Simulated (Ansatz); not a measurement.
# CoPdO2 (R-3m) in Ansatz: a series of runs

One crystal, CoPdO2, is run at these levels: RPBE, LDA, PBEsol, revPBE; tasks: band structure, elastic constants.

Program: Ansatz 0.2.0. These are calculated values, not measurements. Logs are shortened: lines on timing, memory, paths and dates and some standing lists are left out, and cuts for length are marked.

### Step 1. The structure

It takes space group R-3m (No. 166, trigonal). The conventional cell has a = 2.863 Å, b = 2.863 Å, c = 17.873 Å, α = 90.00°, β = 90.00°, γ = 120.00°. Pd (site symmetry -3m) has 2 O at 2.01 Å as nearest neighbours. Around Co (site symmetry -3m) lie 6 O at 1.92 Å. O (site symmetry 3m) has 3 Co at 1.92 Å and 1 Pd at 2.01 Å as nearest neighbours.

The cell is a database's computed one.

### Step 2. Band structure, RPBE, collinear spin, ferromagnetic start

Input file input.yaml:

```yaml
crystal:
  lattice:
    - [1.4316899074, 0.8265865534, 5.9577715763]
    - [-1.4316899074, 0.8265865534, 5.9577715763]
    - [0.0, -1.6531731068, 5.9577715763]
  atoms:
    - { symbol: Pd, position: [0.0, 0.0, 0.0] }
    - { symbol: Co, position: [0.5, 0.5, 0.5], spin: 2.0 }
    - { symbol: O, position: [0.112476, 0.112476, 0.112476] }
    - { symbol: O, position: [0.887524, 0.887524, 0.887524] }
hamiltonian:
  xc: rpbe
  pseudopotentials: { kind: paw }
magnetization:
  spin_polarized: true
kpoints:
  mp_grid: { grid: [11, 11, 11] }
  band_path:
    path:
      - [[0.0, 0.0, 0.0], [0.5, 0.0, 0.0], [0.5, 0.1794993571, -0.1794993571]]
      - [[0.8205006429, 0.5, 0.1794993571], [0.5, 0.5, 0.5], [0.0, 0.0, 0.0], [0.3397496785, 0.0, -0.3397496785]]
      - [[0.6602503215, 0.3397496785, 0.0], [0.5, 0.5, 0.0], [0.6602503215, 0.6602503215, 0.1794993571], [0.5, 0.5, 0.5]]
      - [[0.5, 0.0, 0.0], [0.8205006429, 0.3397496785, 0.3397496785]]
    npoints: 14
scf:
  occupations: { method: fermi_dirac, width: 0.05 }
  n_extra_bands: 10
output:
  forces: true
  stress: true
  eigenvalues: true
  fatbands: true
```

Potentials or basis: Ansatz PAW.

Run with:

```console
$ ansatz run input.yaml --threads 2 --pin off --max-ram 5632MiB --backend cpu --events-out ev --progress --plain --runs-dir out
```

The log of the run:

```text
Warning: RAYON_NUM_THREADS=2 ignored (pool sized by the plan → 2); use --threads N
basis.fft_grid_basis auto: the FFT boxes are laid along the combinations [[1, 0, -1], [0, 1, -1], [0, 0, 1]] of the cell's own vectors, 2.863, 2.863 and 6.183 Å long. The dense box has 20×20×45 points. Along the cell's own vectors, as sized, it would have 45×45×45, 5.06 times as many. Of the 12 symmetry operations that the crystal satisfies within crystal.symmetry.tolerance (time reversal apart; of a slab, those that keep its plane) the dense box along the cell's own vectors carries 12, and the one as laid loses 8 of those. basis.fft_grid_basis: typed keeps the cell's own vectors: state it where this run's energies or levels are differenced outside the engine with another run's, or held beside a run that keeps those vectors.
scf.n_extra_bands = 10 over 24 filled bands (N_el = 47.0): the run solves 34 bands
Engine: ansatz 0.2.0, x86_64-unknown-linux-gnu
Pseudopotentials: kind: paw
Pseudopotential: Pd, paw, valence charge 18, recommended cutoff 420 eV (normal), Pd.paw.azcp
Pseudopotential: Co, paw, valence charge 17, recommended cutoff 420 eV (normal), Co.paw.azcp
Pseudopotential: O, paw, valence charge 6, recommended cutoff 420 eV (normal), O.paw.azcp
Functional definition: RPBE
  parameter kappa = 0.804
  parameter beta = 0.06672455060314922
  exchange = rpbe_x(kappa = kappa, mu = beta*pi^2/3)
  correlation = pbe_c(beta = beta)
Crystal: 4 atoms, lattice volume = 42.303 Å³
Basis set: ecut = 420 eV, 829 PW (Γ), FFT grids on a1−a3, a2−a3, a3, exchange–correlation on 40×40×90 points (8 copies of the dense FFT grid, shifted against one another)
Bands: 34, of which v1, the nominal top of the filled ones, is band 24 counted from 1 (23 counted from 0)
Symmetry: 12 space group operations
Space group: R-3m (ITA 166), of the structure as read, at distance tolerance 3.5e-5 Å
Magnetic group: BNS 166.97 (UNI 1327), of the structure as read, at distance tolerance 3.5e-5 Å
k-points: 146 of 1331
Non-local potential: Pd, projectors of the file, l = 0: 2, l = 1: 2, l = 2: 2, l = 3: 1
Non-local potential: Co, projectors of the file, l = 0: 3, l = 1: 2, l = 2: 3, l = 3: 1
Non-local potential: O, projectors of the file, l = 0: 2, l = 1: 2, l = 2: 1
[... 33 lines left out ...]
WARN: the starting moments were not kept: the SCF closed with an absolute magnetisation of 6.6e-6 μB, where they sum to 2 μB in size (1 site). That is at most 0.1 of that sum. Measured as dr2_m measures the in/out step, that magnetisation stands 1.6e-11 eV from none, at or under the dr2_threshold of 1.0e-7 eV: it is no larger than a step whose dr2_m would equal this threshold. The system may hold no moment; this SCF shows only that its start led to no more than that. To try another start: raise the starting moments (crystal.atoms[].spin, magnetization.per_species, magnetization.initial_magnetization, or on a non-collinear deck that types none of these the spinor_matrix: blocks that start its atoms; where the total moment is fixed, keep their sum and leave initial_magnetization as it is; typed ones take the place of any that the run laid by itself, positive ones on a crystal's lanthanoids without a Hubbard term where scf.initial_density.shell_occupations: [] is typed) or, if the notice of its spin-set hold's release reads "site moments contracting" or "site moments show no strong build", lengthen the hold (scf.mixing.spin_hold: { on: { confirm: 4 } }; for m-r²SCAN on two components see the key's manual first). Each may lead to a state that holds a moment. A second SCF, from the converged charge density, with the starting moments and any scf.initial_density.shell_occupations laid on it anew, would have followed, and was not run: the deck does not ask for one (magnetization.retry_lost_moments is false, the default). To let it run, set magnetization.retry_lost_moments: true and run the deck again, where that key's refused combinations let it; where memory then withholds it, that run's warning says so.
NSCF: frozen V_eff on 130 k-points
SCF converged after 16 iterations
Magnetization: 0.0000 μB (23.5000 up, 23.5000 down)
Absolute magnetization: 0.0000 μB (∫|ρ↑−ρ↓|, with the PAW one-centre terms)
Spin contamination: 0.0000 ħ² per cell (⟨S²⟩ above its minimum at these occupations)
Per-site moments (μB) at R_I (Å): [(8.333856035527632e-7, 0.8292565658221992), (4.7466638154617225e-7, 0.7903550643110046), (-1.024729151948614e-6, 0.7903550643110046), (-1.0247291517498792e-6, 0.7903550643110047)]
Free energy (F): -13248.280156 eV
Harris-Foulkes:  -13248.280156 eV  (|F-HF|=1.09e-10)
Internal energy: -13248.277824 eV  (E = F + TS)
E sigma→0 (E₀):  -13248.278990 eV
Entropy (-TS):   -0.002332 eV (-0.583 meV/atom)
Fermi energy:    14.268803 eV
--- Per-component energies (eV) ---
  E_band       = -509.167991
  E_kinetic    = 1312.498241
  E_local      = -6093.478436  (includes V_loc(G=0)·N_el)
  E_nonlocal   = 765.330191
  E_hartree    = 2494.683243
  E_xc         = -473.837671
  E_vxc        = -602.140349  (∫ρ·V_xc dr)
  E_paw        = -5593.650428  (= ΣΔE_a)
  E_vpaw       = -880.749730  (= ΣTr[D̂ρ^β])
  E_aug_tail   = 0.004956  (compensation charges beyond the density's cutoff)
  E_ewald      = -5659.630956
  E_core_change = -0.196964  (= ΣΔE_core)
  E_smearing   = -0.002332  (= −TS)
  E_closure    = -0.000000  (closes the sum)
  Σ components = -13248.280156   (vs F -13248.280156, Δ=0.00e0)
--- Forces (eV/Å), atoms counted from 1 ---
  atom   1  Pd     0.00000000     0.00000000     0.00000000
  atom   2  Co     0.00000000    -0.00000000     0.00000000
  atom   3  O      0.00000000     0.00000000     0.07895594
  atom   4  O      0.00000000    -0.00000000    -0.07895594
  max |Σ_I F_I| component: 1.58e-30 eV/Å
--- Stress (GPa, compression-positive) ---
        4.439458       0.000000       0.000000
        0.000000       4.439458      -0.000000
        0.000000      -0.000000       5.228305
  P = ⅓ Tr σ = 4.7024 GPa (47.024 kbar)
--- Band table (eV; the first three rows and the last of 292) ---
  k-point 0 ↑: bands = ["-81.1951", "-70.0010", "-44.4056", "-44.4056", "-44.3436", "-36.1114", "-35.4384", "-35.4384", "-6.5027", "-4.6826", "6.0324", "8.4384", "8.4384", "9.5206", "10.5857", "11.6198", "11.6198", "11.9281", "11.9281", "12.7230", "12.7230", "12.9798", "12.9798", "13.4224", "16.4495", "16.4495", "17.2663", "20.8750", "23.6399", "26.6547", "31.5788", "32.0580", "32.0580", "33.5188"]
  k-point 1 ↑: bands = ["-81.1946", "-69.9994", "-44.4108", "-44.4068", "-44.3428", "-36.1095", "-35.4544", "-35.4424", "-6.4119", "-4.6775", "6.1349", "8.2191", "8.4863", "9.6724", "10.7760", "11.1577", "11.3380", "11.8628", "12.0839", "12.6340", "12.7357", "13.0565", "13.1836", "13.4534", "16.2501", "16.3813", "17.4084", "21.2782", "23.8631", "27.0107", "31.1117", "31.2895", "32.3236", "33.1603"]
  k-point 2 ↑: bands = ["-81.1933", "-69.9951", "-44.4245", "-44.4101", "-44.3407", "-36.1044", "-35.4971", "-35.4530", "-6.1571", "-4.6674", "6.4134", "7.8128", "8.6164", "9.6599", "10.5477", "10.8416", "11.0694", "11.7861", "12.3541", "12.4791", "12.7283", "13.1717", "13.5348", "13.5558", "15.8579", "16.2225", "17.6944", "22.2528", "24.4684", "27.9298", "29.5201", "29.8916", "32.2884", "32.9336"]
  k-point 145 ↓: bands = ["-81.1945", "-69.9994", "-44.4108", "-44.4068", "-44.3428", "-36.1095", "-35.4544", "-35.4424", "-6.2596", "-4.9130", "7.2924", "8.0174", "8.5939", "9.1791", "9.9051", "10.5524", "10.8437", "11.8512", "12.0774", "12.8248", "12.8822", "13.4877", "13.6804", "13.9443", "15.9433", "16.1201", "18.5256", "20.1346", "24.1591", "26.7078", "30.7782", "32.6198", "32.7774", "32.9783"]
```

Run time: 52 s. Hardware: 2 threads of Intel Xeon at 2.50GHz (Skylake/Cascade Lake), shared host; peak memory 0.6 GiB.

Results:

- Free energy: -13248.2802 eV
- Pressure: 4.7 GPa
- Largest force: 0.079 eV/Å
- Band gap on the k mesh: none (metal or under the smearing width)
- Net moment: 0.00 μB per cell
- Absolute moment: 0.00 μB per cell

Forces in eV/Å, atoms in the order of the input:
```
Pd   0.000  0.000  0.000
Co   0.000  0.000  0.000
O    0.000  0.000  0.079
O    0.000  0.000 -0.079
```

Stress tensor (GPa, compression positive):
```
4.44 0.00 0.00
0.00 4.44 0.00
0.00 0.00 5.23
```

Levels at the corners of the path, in eV from the Fermi level:
Spin up:
| point | band 21 | band 22 | band 23 | band 24 | band 25 | band 26 |
| --- | --- | --- | --- | --- | --- | --- |
| Γ | -1.55 | -1.29 | -1.29 | -0.85 | 2.18 | 2.18 |
| L | -0.88 | -0.63 | -0.23 | 0.92 | 1.43 | 1.78 |
| B1 | -1.14 | -0.98 | -0.57 | 0.58 | 1.45 | 1.83 |
| B | -1.14 | -0.98 | -0.57 | 0.58 | 1.45 | 1.83 |
| Z | -1.42 | -0.65 | -0.65 | -0.40 | 1.90 | 1.90 |
| Γ | -1.55 | -1.29 | -1.29 | -0.85 | 2.18 | 2.18 |
| X | -1.14 | -0.98 | -0.55 | 0.56 | 1.46 | 1.80 |
| Q | -1.14 | -0.98 | -0.55 | 0.56 | 1.46 | 1.80 |
| F | -0.88 | -0.69 | -0.23 | 0.28 | 2.08 | 2.16 |
| P1 | -0.88 | -0.69 | -0.24 | 0.38 | 2.00 | 2.02 |
| Z | -1.42 | -0.65 | -0.65 | -0.40 | 1.90 | 1.90 |
| L | -0.88 | -0.63 | -0.23 | 0.92 | 1.43 | 1.78 |
| P | -0.88 | -0.69 | -0.24 | 0.38 | 2.00 | 2.02 |
Spin down:
```csv
point,band 21,band 22,band 23,band 24,band 25,band 26
Γ,-1.55,-1.29,-1.29,-0.85,2.18,2.18
L,-0.88,-0.63,-0.23,0.92,1.43,1.78
B1,-1.14,-0.98,-0.57,0.58,1.45,1.83
B,-1.14,-0.98,-0.57,0.58,1.45,1.83
Z,-1.42,-0.65,-0.65,-0.40,1.90,1.90
Γ,-1.55,-1.29,-1.29,-0.85,2.18,2.18
X,-1.14,-0.98,-0.55,0.56,1.46,1.80
Q,-1.14,-0.98,-0.55,0.56,1.46,1.80
F,-0.88,-0.69,-0.23,0.28,2.08,2.16
P1,-0.88,-0.69,-0.24,0.38,2.00,2.02
Z,-1.42,-0.65,-0.65,-0.40,1.90,1.90
L,-0.88,-0.63,-0.23,0.92,1.43,1.78
P,-0.88,-0.69,-0.24,0.38,2.00,2.02
```

Caveat: the starting moments collapsed, and a magnetic state may lie lower; the pressure holds a Pulay correction of +0.6 GPa for the finite cutoff; semilocal functionals often make such compounds metallic where correlation or magnetic order opens a gap, which also shifts bond lengths; the PAW data sets come from PBE, with cores solved anew for the run's functional, which leaves a small shift of forces and pressure; the starting moments weren't kept.

(Part 1 of 2 ends here.)
